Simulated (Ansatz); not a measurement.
# Stack of 1T-GeClBr under honeycomb BP, shifted by a third of the diagonal in a perpendicular field, part 2 of 2

Wanted: the out-of-plane response of the stack of 1T-GeClBr under honeycomb BP, shifted by a third of the diagonal. A positive field points along +c.

Ansatz 0.2.0; plane-wave DFT, LDA, Ansatz PAW (the session's first sound run).

So far. Step 8 (Atoms held, field 0.35 V/Å): The dipole is 0.141 e·Å, 0.156 e·Å from its value without field, and the gap 0.809 eV. Step 9 (Response, atoms held): The induced dipole is that of a conductor 8.30 Å thick.

## 10. With spin-orbit coupling, k-mesh 12×12×1 (continued)

Electronic bands along the path, in eV, zero at the Fermi level of the run, which the smearing sets inside the gap:

| point | band 33 | band 34 | band 35 | band 36 | band 37 | band 38 | band 39 | band 40 |
| --- | --- | --- | --- | --- | --- | --- | --- | --- |
| Γ | -1.37 | -1.37 | -1.31 | -1.31 | 2.63 | 2.63 | 3.65 | 3.65 |
| halfway | -2.25 | -2.22 | -1.33 | -1.26 | 1.63 | 1.64 | 2.68 | 2.68 |
| M | -2.53 | -2.53 | -1.36 | -1.36 | 0.83 | 0.83 | 1.32 | 1.32 |
| halfway | -2.24 | -2.14 | -1.05 | -1.05 | 0.90 | 0.91 | 1.24 | 1.27 |
| K | -2.33 | -2.24 | -0.45 | -0.45 | 0.45 | 0.45 | 1.29 | 1.33 |
| halfway | -2.69 | -2.66 | -1.28 | -1.17 | 1.83 | 1.85 | 2.61 | 2.61 |
| Γ | -1.37 | -1.37 | -1.31 | -1.31 | 2.63 | 2.63 | 3.65 | 3.65 |

The gap is 0.89 eV, with the valence edge 5.31 eV and the conduction edge 4.42 eV under the upper vacuum level.

## 11. With spin-orbit coupling, k-mesh 12×12×1, field -0.2 V/Å

The same in a field along the normal.

Contents of input.yaml:

```yaml
crystal:
  lattice:
    - [3.3412764276, 0.0, 0.0]
    - [-1.6706382138, 2.8936302673, 0.0]
    - [0.0, 0.0, 24.8108224518]
  atoms:
    - { symbol: Br, position: [0.6666666667, 0.3333333333, 0.3627449278] }
    - { symbol: Ge, position: [0.0, 0.0, 0.4388304943] }
    - { symbol: Cl, position: [0.3333333333, 0.6666666667, 0.508432124] }
    - { symbol: P, position: [0.0, 0.0, 0.636965416] }
    - { symbol: B, position: [0.6666666667, 0.3333333333, 0.6372550722] }
kpoints:
  mp_grid: { grid: [12, 12, 1] }
  band_path: { path: [[0, 0, 0], [0.12, 0, 0]], npoints: 24 }
hamiltonian:
  xc: pbe
  pseudopotentials: { kind: paw_fr }
magnetization:
  noncollinear: true
  spin_orbit: true
scf:
  occupations: { method: fermi_dirac, width: 0.02585 }
  convergence: { dr2_threshold: 1.0e-09 }
efield:
  axis: 3
  dipole_correction: true
  ramp_position: 0.97
  ramp_width: 0.06
  amplitude: -0.2
output:
  write_potential: true
  write_density: true
  volumetric_format: npy
```

Run with:

```
$ ansatz run input.yaml --threads 4 --pin off --max-ram 6144MiB --backend cpu --events-out ev --progress --plain --runs-dir out
```

It took 43 s on 4 threads of Arm Neoverse V1, shared host; peak memory 1.5 GiB; 2.8 min of CPU time.

Numbers from this step:

| Quantity | Value |
| --- | --- |
| dipole along the normal | -0.1063 e·Å |
| gap along the path | 3.609 eV |
| smallest direct gap along the path | 3.801 eV |
| gap, the smaller of path and mesh | 0.8991 eV |

The dipole is -0.106 e·Å, and the gap 0.899 eV.

## 12. Spin splitting near the zone centre

This step: plane-wave DFT, PBE, fully relativistic PAW with spin-orbit coupling; spin splitting near the zone centre (Ansatz 0.2.0).

Levels that meet at the zone centre are followed outwards; a split that grows in proportion to k gives the Rashba parameter as ΔE/2k.

This step gave:

```
largest split over 2k that stays linear in k : 1.105 eV Å
```

Groups of levels that meet at the zone centre and whose split, tested at two k, grows in proportion to k or stays under 1 meV; groups that fail this test are left out. Spin splitting, by row:

| level at the first point (eV from the Fermi level) | states | split at k = 0.033 1/A (eV) | split over 2k (eV Å) |
| --- | --- | --- | --- |
| -2.182 | 2 | 1.00e-4 | 0 |
| -2.153 | 2 | 0 | 0 |
| -1.625 | 2 | 0.072 | 1.105 |

## 13. A changed input

This step: plane-wave DFT, LDA, Ansatz PAW (Ansatz 0.2.0).

An input spoilt on purpose, to show how the run answers: it repeats the earlier run at 0.1 V/Å with efield.axis from 3 to 0, and scf.max_iter set to 50.

input.yaml, the sections that differ from step 11:

```yaml
kpoints:
  mp_grid: { grid: [18, 18, 1] }
  band_path:
    path: [[0, 0, 0], [0.5, 0, 0], [0.33333333, 0.33333333, 0], [0, 0, 0]]
    npoints: 16
hamiltonian:
  xc: lda
scf:
  occupations: { method: fermi_dirac, width: 0.02585 }
  convergence: { dr2_threshold: 1.0e-10 }
  max_iter: 50
efield:
  axis: 0
  dipole_correction: true
  ramp_position: 0.97
  ramp_width: 0.06
  amplitude: 0.1
# crystal, output: as in step 11
# magnetization: removed
```

It took 0.03 s on 4 threads; peak memory 0.031 GiB.

The input was rejected at the start.

The program's message: “Error: invalid value for `efield.axis`: must be in [1, 3]; got 0”

The fault put into the input: an axis of 0, outside the range 1 to 3.

## 14. Varying the input: efield.ramp_width = 0.04

Another changed input: it repeats the earlier run at 0.1 V/Å with efield.ramp_width from 0.06 to 0.04.

input.yaml: that of step 13 with these lines changed.

```diff
@@ -21,8 +21,7 @@
   convergence: { dr2_threshold: 1.0e-10 }
-  max_iter: 50
 efield:
-  axis: 0
+  axis: 3
   dipole_correction: true
   ramp_position: 0.97
-  ramp_width: 0.06
+  ramp_width: 0.04
   amplitude: 0.1
```

It took 13 s on 4 threads; peak memory 0.61 GiB.

Numbers from this step:

- dipole along the normal: 0.02985 e·Å
- gap along the path: 0.8266 eV
- smallest direct gap along the path: 0.8266 eV
- gap, the smaller of path and mesh: 0.8266 eV

The electronic bands at the labelled points (eV, zero at the Fermi level of the run, which the smearing sets inside the gap):

| point | band 15 | band 16 | band 17 | band 18 | band 19 | band 20 | band 21 | band 22 |
| --- | --- | --- | --- | --- | --- | --- | --- | --- |
| Γ | -2.13 | -1.59 | -1.59 | -1.48 | 2.41 | 3.74 | 3.76 | 3.76 |
| halfway | -3.18 | -2.97 | -2.26 | -1.40 | 1.49 | 2.66 | 3.39 | 3.53 |
| M | -3.85 | -2.76 | -2.69 | -1.35 | 0.73 | 1.27 | 1.99 | 2.55 |
| halfway | -4.32 | -3.83 | -2.28 | -1.03 | 0.85 | 1.16 | 2.08 | 3.21 |
| K | -4.41 | -4.13 | -2.39 | -0.41 | 0.41 | 1.20 | 1.50 | 3.49 |
| halfway | -3.77 | -3.09 | -2.67 | -1.30 | 1.72 | 2.48 | 3.68 | 3.75 |
| Γ | -2.13 | -1.59 | -1.59 | -1.48 | 2.41 | 3.74 | 3.76 | 3.76 |

| quantity | this run | earlier run | difference |
| --- | --- | --- | --- |
| dipole along the normal (e·Å) | 0.02985 | 0.02984 | 8.7e-6 |
| gap along the path (eV) | 0.8266 | 0.8266 | 0 |
| smallest direct gap along the path (eV) | 0.8266 | 0.8266 | 0 |

Nothing in the table moves by 0.01 in its unit (for the dipole 0.5 % and 5e-5 e·Å).

## 15. Summary of results

```yaml
gap_without_field: 0.831 eV
ionisation_energy_upper_face: 5.51 eV
electron_affinity_upper_face: 4.67 eV
step_between_the_vacuum_levels: 0.272 eV
equivalent_conductor_thickness_atoms_held: 8.30 Å
largest_split_over_2k_that_stays_linear_in_k_at_minus_0p2_v_a: 1.11 eV Å
```

**Reading.** The induced dipole equals that of a perfect conductor 8.30 Å thick, while the outer atoms lie 6.81 Å apart; an out-of-plane ε follows only once a thickness t is chosen, by 1 − 1/ε = 8.30 Å / t. The two faces differ: the vacuum level above lies 0.27 eV higher than the one below. The gap goes from 0.83 eV to 0.81 eV at 0.35 V/Å. Semilocal functionals give gaps that are too small, and excitons are not included. The field series itself is without spin-orbit coupling.

[Logs are printed without paths, hosts, clocks, repeated set-up lines and the standing remarks that a program may print on its own settings, such as how far it seeks lower states.]

[Hosts, paths, dates, database ids (printed as entryN), source tags and the programs' standing remarks are cut or masked in the printed files.]

[Maps of the electrostatic potential energy from Ansatz leave out the sawtooth potential of an applied field or a dipole correction, so their vacuum need not be flat; planar profiles and work functions include it.]
